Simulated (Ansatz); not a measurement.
As:

```
CELL_PARAMETERS angstrom
1.88080 1.08588 3.51406
-1.88080 1.08588 3.51406
0.00000 -2.17176 3.51406
ATOMIC_POSITIONS crystal
As 0.22600 0.22600 0.22600
As 0.77400 0.77400 0.77400
```

```yaml
Program: Ansatz 0.2.0
Task: single point
Functional: PBE
Potentials_or_basis: Ansatz PAW
Cutoff: "420 eV (not typed: the program's choice for these potentials)"
k_mesh: 9 × 9 × 9
Occupations: fermi-dirac, width 0.05 eV
Spin: no spin polarisation
```

On this cell: pressure 3.7 GPa; largest force 0.429 eV/Å; band gap on the k mesh none (metal or under the smearing width).

The same run follows on a disturbed copy (atoms moved at random, drawn with an rms of 0.05 Å):

```
As
1.0
     1.88080    1.08588    3.51406
    -1.88080    1.08588    3.51406
     0.00000   -2.17176    3.51406
As
2
Cartesian
  -0.0243 -0.0316 2.3523
  0.0000 0.0160 8.1497
```

Problem. What does the disturbed cell give?

Solution. The energy (extrapolated to zero smearing) moves by +9.6 meV/atom; pressure 4.3 GPa; largest force 0.718 eV/Å; band gap on the k mesh none (metal or under the smearing width).

Forces on the atoms (eV/Å):
```
As   0.130  0.291  0.643
As  -0.130 -0.291 -0.643
```

Stress tensor (GPa, compression positive):
```
 3.89 -0.23  0.62
-0.23  5.06  1.34
 0.62  1.34  3.99
```
